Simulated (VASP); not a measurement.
# Zr (Im-3m) in VASP: notebook, part 2 of 2

VASP 6.6.1. Earlier steps stand in the parts before.

## Step 3: Band structure, PBE0+TS (volume scaled by 1.25)

POSCAR

```
Zr
1.0
   -1.9497633945      1.9497633945      1.9497633945
    1.9497633945     -1.9497633945      1.9497633945
    1.9497633945      1.9497633945     -1.9497633945
Zr
1
Direct
    0.0000000000      0.0000000000      0.0000000000
```

INCAR.step1

```
PREC     = Accurate       # precision mode
ENCUT    = 520            # plane-wave cutoff, eV
EDIFF    = 1E-5           # SCF threshold, eV
ISMEAR   = 0              # smearing method
SIGMA    = 0.05           # smearing width, eV
LREAL    = False          # projectors in reciprocal space
LASPH    = True           # aspherical terms in the spheres
NELM     = 100            # most SCF steps
ALGO     = Normal         # electronic algorithm
ISIF     = 2              # what is computed and relaxed
LWAVE    = True           # write WAVECAR
LCHARG   = False          # write CHGCAR
LMAXMIX  = 4              # l up to which the mixer works
NBANDS   = 12             # bands
GGA      = PE             # functional
```

INCAR.step2

```
PREC     = Accurate       # precision mode
ENCUT    = 520            # plane-wave cutoff, eV
EDIFF    = 1E-6           # SCF threshold, eV
ISMEAR   = 0              # smearing method
SIGMA    = 0.05           # smearing width, eV
LREAL    = False          # projectors in reciprocal space
LASPH    = True           # aspherical terms in the spheres
NELM     = 100            # most SCF steps
ALGO     = Normal         # electronic algorithm
ISIF     = 2              # what is computed and relaxed
LWAVE    = False          # write WAVECAR
LCHARG   = False          # write CHGCAR
LMAXMIX  = 4              # l up to which the mixer works
GGA      = PE             # functional
LHFCALC  = True           # exact exchange
AEXX     = 0.25           # exact-exchange fraction
PRECFOCK = Normal       
HFRCUT   = -1           
IVDW     = 2              # dispersion correction
NBANDS   = 12             # bands
ISTART   = 1
```

KPOINTS

```
Automatic mesh
0
Gamma
  5 5 5
```

KPOINTS_OPT

```
path GHNGPH,PN
12
line-mode
reciprocal
 0.0000000000  0.0000000000  0.0000000000  G
 0.5000000000 -0.5000000000  0.5000000000  H

 0.5000000000 -0.5000000000  0.5000000000  H
 0.0000000000  0.0000000000  0.5000000000  N

 0.0000000000  0.0000000000  0.5000000000  N
 0.0000000000  0.0000000000  0.0000000000  G

 0.0000000000  0.0000000000  0.0000000000  G
 0.2500000000  0.2500000000  0.2500000000  P

 0.2500000000  0.2500000000  0.2500000000  P
 0.5000000000 -0.5000000000  0.5000000000  H

 0.2500000000  0.2500000000  0.2500000000  P
 0.0000000000  0.0000000000  0.5000000000  N
```

Potentials or basis: VASP PAW PBE potentials, release 64 (Zr_sv).

On the command line:

```console
$ cat potpaw_PBE.64/Zr_sv/POTCAR > POTCAR
$ cp INCAR.step1 INCAR
$ mpirun -np 1 vasp_std > vasp.out
$ cp INCAR.step2 INCAR
$ mpirun -np 1 vasp_std > vasp.out
```

It took 19 min on 1 thread of AMD EPYC 9R45 (Zen 5), shared host; peak memory 0.15 GiB.

The run converged. Its results:

```
Free energy                : -10.9584 eV
Pressure                   : -24.1 GPa
Band gap along the path    : none (metal or under the smearing width)
Dispersion energy per atom : -0.781 eV
```

Levels at the corners of the path, in eV from the Fermi level:
| point | band 2 | band 3 | band 4 | band 5 | band 6 | band 7 | band 8 | band 9 | band 10 | band 11 |
| --- | --- | --- | --- | --- | --- | --- | --- | --- | --- | --- |
| Γ | -29.42 | -29.42 | -29.42 | -6.19 | 1.99 | 1.99 | 1.99 | 3.95 | 3.95 | 12.73 |
| H | -29.77 | -29.77 | -29.77 | -2.34 | -2.34 | 5.45 | 5.45 | 5.45 | 6.75 | 6.75 |
| H | -29.77 | -29.77 | -29.77 | -2.34 | -2.34 | 5.45 | 5.45 | 5.45 | 6.75 | 6.75 |
| N | -29.93 | -29.58 | -29.43 | -2.81 | -0.63 | 1.05 | 3.85 | 4.38 | 5.95 | 8.75 |
| N | -29.93 | -29.58 | -29.43 | -2.81 | -0.63 | 1.05 | 3.85 | 4.38 | 5.95 | 8.75 |
| Γ | -29.42 | -29.42 | -29.42 | -6.19 | 1.99 | 1.99 | 1.99 | 3.95 | 3.95 | 12.73 |
| Γ | -29.42 | -29.42 | -29.42 | -6.19 | 1.99 | 1.99 | 1.99 | 3.95 | 3.95 | 12.73 |
| P | -29.67 | -29.67 | -29.67 | -0.94 | -0.94 | -0.94 | 4.46 | 4.46 | 6.34 | 9.44 |
| P | -29.67 | -29.67 | -29.67 | -0.94 | -0.94 | -0.94 | 4.46 | 4.46 | 6.34 | 9.44 |
| H | -29.77 | -29.77 | -29.77 | -2.34 | -2.34 | 5.45 | 5.45 | 5.45 | 6.75 | 6.75 |
| P | -29.67 | -29.67 | -29.67 | -0.94 | -0.94 | -0.94 | 4.46 | 4.46 | 6.34 | 9.44 |
| N | -29.93 | -29.58 | -29.43 | -2.81 | -0.63 | 1.05 | 3.85 | 4.38 | 5.95 | 8.75 |

Caveat: the k mesh is coarse (spacing up to 0.46 Å⁻¹), so the values aren't converged, least of all with exact exchange; atom-pairwise D2, TS and ULG terms overbind metals; the PAW data sets were made with another functional, which shifts forces and pressure a little; pairwise dispersion overbinds metals, which lowers pressure and volume.

## Step 4: Band structure, LDA (volume scaled by 0.92)

run.py

```python
from ase.calculators.vasp import Vasp
from ase.dft.bandgap import bandgap
from ase.io import read

atoms = read('Zr.cif')
calc = Vasp(
    directory='calc',
    xc='lda',
    pp='LDA',
    setups='recommended',
    prec='Accurate',
    encut=520,
    ediff=1e-07,
    ismear=1,
    sigma=0.02,
    lreal=False,
    lasph=True,
    nelm=80,
    algo='All',
    isif=2,
    lwave=False,
    lcharg=True,
    lmaxmix=4,
    kpts=[10, 10, 10],
    gamma=True,
    nbands=12,
)
atoms.calc = calc

print('energy (eV):', atoms.get_potential_energy())
print('free energy (eV):', atoms.get_potential_energy(force_consistent=True))
efermi = calc.get_fermi_level()
print('Fermi level (eV):', efermi)
path = atoms.cell.bandpath(npoints=60, eps=1e-4)
print('path:', path.path)
calc.set(kpts=path.kpts, reciprocal=True, icharg=11, isym=0, lcharg=False)
calc.calculate(atoms)
print('gap on the path (eV):', bandgap(calc, efermi=efermi)[0])
print('direct gap on the path (eV):', bandgap(calc, efermi=efermi, direct=True)[0])
```

Zr.cif

```cif
data_Zr
_cell_length_a 3.04907760
_cell_length_b 3.04907760
_cell_length_c 3.04907760
_cell_angle_alpha 109.47122063
_cell_angle_beta 109.47122063
_cell_angle_gamma 109.47122063
_space_group_name_H-M_alt 'P1'
_space_group_name_Hall 'P 1'
_space_group_IT_number 1
loop_
_space_group_symop_operation_xyz
'x,y,z'
loop_
_atom_site_label
_atom_site_type_symbol
_atom_site_symmetry_multiplicity
_atom_site_Wyckoff_symbol
_atom_site_fract_x
_atom_site_fract_y
_atom_site_fract_z
_atom_site_occupancy
Zr1 Zr 1 a 0.0000000000 0.0000000000 0.0000000000 1
```

Potentials or basis: VASP PAW LDA potentials, release 64 (Zr_sv).

On the command line:

```console
$ python run.py
```

Output:

```text
energy (eV): -9.2473845
free energy (eV): -9.24743014
Fermi level (eV): 9.24835993
path: GHNGPH,PN
gap on the path (eV): 0.0
direct gap on the path (eV): 0.0
```

OUTCAR:

```text
ENCUT = 520.000000
   EDIFF = 1.00e-07
   PREC = Accurate
   ICHARG = 11
   ISIF = 2
   ISMEAR = 1
   ISYM = 0
   NELM = 80
   LASPH = .TRUE.
   LREAL = .FALSE.

 ion  position               nearest neighbor table
   1  0.000  0.000  0.000-

[... 767 lines left out ...]
  Total       -2.6754400     -1.4355008     -0.5918825      1.6132353     -0.0677852      0.9460184
  in kB     -196.4365337   -105.3975393    -43.4572805    118.4471909     -4.9769331     69.4586921
  external PRESSURE =    -115.0971178 kB  Pullay stress =       0.0000000 kB

 VOLUME and BASIS-vectors are now :
 -----------------------------------------------------------------------------
  energy-cutoff  :      520.00
  volume of cell :       21.82
      direct lattice vectors                 reciprocal lattice vectors
     3.049077600  0.000000000  0.000000000     0.327968039  0.115954212  0.200838587
    -1.016359200  2.874697930  0.000000000     0.000000000  0.347862636  0.200838587
    -1.016359200 -1.437348964  2.489561436     0.000000000  0.000000000  0.401677173

 POSITION                                       TOTAL-FORCE (eV/Angst)
 -----------------------------------------------------------------------------------
      0.00000      0.00000      0.00000         0.000014      0.000016     -0.000016
 -----------------------------------------------------------------------------------
    total drift:                                0.000014      0.000016     -0.000016

  FREE ENERGIE OF THE ION-ELECTRON SYSTEM (eV)
  ---------------------------------------------------
  free  energy   TOTEN  =       -10.3355260118 eV

  energy  without entropy=      -10.3355481635  energy(sigma->0) =      -10.33553340
```

INCAR:

```text
ENCUT = 520.000000
SIGMA = 0.020000
EDIFF = 1.00e-07
ALGO = All
PREC = Accurate
ICHARG = 11
ISIF = 2
ISMEAR = 1
ISYM = 0
LMAXMIX = 4
NBANDS = 12
NELM = 80
LASPH = .TRUE.
LCHARG = .FALSE.
LWAVE = .FALSE.
LREAL = .FALSE.
```

Run time: 25 s. Hardware: 1 thread of AMD EPYC 7R13 (Zen 3), shared host; peak memory 0.11 GiB.

Results:

```yaml
Band_gap_along_the_path: none (metal or under the smearing width)
```

Levels at the corners of the path, in eV from the Fermi level:
```csv
point,band 4,band 5,band 6,band 7,band 8,band 9
Γ,-25.64,-5.44,1.11,1.11,1.11,3.78
H,-26.46,-2.81,-2.81,6.06,6.06,6.06
N,-25.65,-2.97,-0.81,1.95,3.80,4.52
Γ,-25.64,-5.44,1.11,1.11,1.11,3.78
P,-26.25,-0.52,-0.52,-0.52,4.65,4.65
H,-26.46,-2.81,-2.81,6.06,6.06,6.06
P,-26.25,-0.52,-0.52,-0.52,4.65,4.65
N,-25.65,-2.97,-0.81,1.95,3.80,4.52
```

Caveat: the log is that of the step along the path at fixed density, whose energy, stress, charges and moments have no meaning.

## Step 5: For comparison

An earlier run on the cell as given: functional PBE; potentials or basis VASP PAW PBE potentials, release 64 (Zr_sv); cutoff 520 eV; k mesh 10 × 10 × 10; occupations fermi-dirac, width 0.05 eV; no spin polarisation.

* Pressure: -3.3 GPa
* Band gap on the k mesh: none (metal or under the smearing width)

## Step 6: Summary

```csv
task,level,potentials or basis,cell,k mesh,cutoff (eV),smearing,ions in elastic constants,grid for exact exchange (PRECFOCK),exchange at q = 0,other keys,mesh quality,pressure (GPa)
elastic constants,PW91,"VASP PAW PBE potentials, release 64 (Zr_sv)",relaxed,7 × 7 × 7,600,fermi-dirac 0.02 eV,relaxed,-,-,-,not flagged,-
band structure,PBE0+TS,"VASP PAW PBE potentials, release 64 (Zr_sv)",volume scaled by 1.25,5 × 5 × 5,520,gaussian 0.05 eV,-,Normal,truncated,-,coarse,-24.1
band structure,LDA,"VASP PAW LDA potentials, release 64 (Zr_sv)",volume scaled by 0.92,10 × 10 × 10,520,methfessel-paxton 0.02 eV,-,-,-,ALGO = All; ISMEAR = 1; SIGMA = 0.02,not flagged,-
single point,PBE,"VASP PAW PBE potentials, release 64 (Zr_sv)",as given,10 × 10 × 10,520,fermi-dirac 0.05 eV,-,-,-,-,not flagged,-3.3
```

Alike in all rows: no spin polarisation.

Caveats: some runs use coarse meshes; the PAW data sets were made with another functional, which shifts forces and pressure a little (some runs); the elastic tensor has a negative eigenvalue, so either the cell is unstable as it stands or the mesh is too thin (some runs); atom-pairwise D2, TS and ULG terms overbind metals (some runs); pairwise dispersion overbinds metals, which lowers pressure and volume (some runs).

Absolute energies hang on the potentials; compare differences alone.
